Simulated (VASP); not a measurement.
A run of VASP 6.6.1 is set up as follows.

File POSCAR:

```
SnTe
1.0
    0.0000000000      3.2051809016      3.2051809016
    3.2051809016      0.0000000000      3.2051809016
    3.2051809016      3.2051809016      0.0000000000
  Sn              Te
     1     1
Direct
     0.0000000000000000    0.0000000000000000    0.0000000000000000
     0.5000000000000000    0.5000000000000000    0.5000000000000000
```

The input INCAR.step1:

```
SYSTEM = SnTe
PREC = Accurate
ENCUT = 600
EDIFF = 1E-8
ISMEAR = 0
SIGMA = 0.03
LREAL = .FALSE.
LASPH = .TRUE.
NELM = 80
ALGO = Normal
ISIF = 3
LWAVE = .FALSE.
LCHARG = .FALSE.
GGA = PE
IBRION = 2
NSW = 40
EDIFFG = -0.002
```

The input INCAR.step2:

```
SYSTEM = SnTe
PREC = Accurate
ENCUT = 600
EDIFF = 1E-8
ISMEAR = 0
SIGMA = 0.03
LREAL = .FALSE.
LASPH = .TRUE.
NELM = 80
ALGO = Normal
ISIF = 3
LWAVE = .FALSE.
LCHARG = .FALSE.
GGA = PE
IBRION = 6
NFREE = 2
POTIM = 0.015
NSW = 1
```

The input KPOINTS:

```
Automatic mesh
0
G
  10 10 10
  0 0 0
```

Potentials or basis: VASP PAW PBE potentials, release 64 (Sn_d, Te).

The run is started by

```console
$ cat potpaw_PBE.64/Sn_d/POTCAR potpaw_PBE.64/Te/POTCAR > POTCAR
$ cp INCAR.step1 INCAR
$ mpirun -np 1 vasp_std > vasp.out
$ cp CONTCAR POSCAR
$ cp INCAR.step2 INCAR
$ mpirun -np 1 vasp_std > vasp.out
```

(1) What does it give for the elastic constants C11, C12, C44?

(2) What does it give for the Voigt bulk modulus?

(3) Predict the most unstable mode.

Results:

(1) 115, 3, 14 GPa.

(2) 40 GPa.

(3) 45i cm⁻¹.

Caveat: some modes are imaginary.
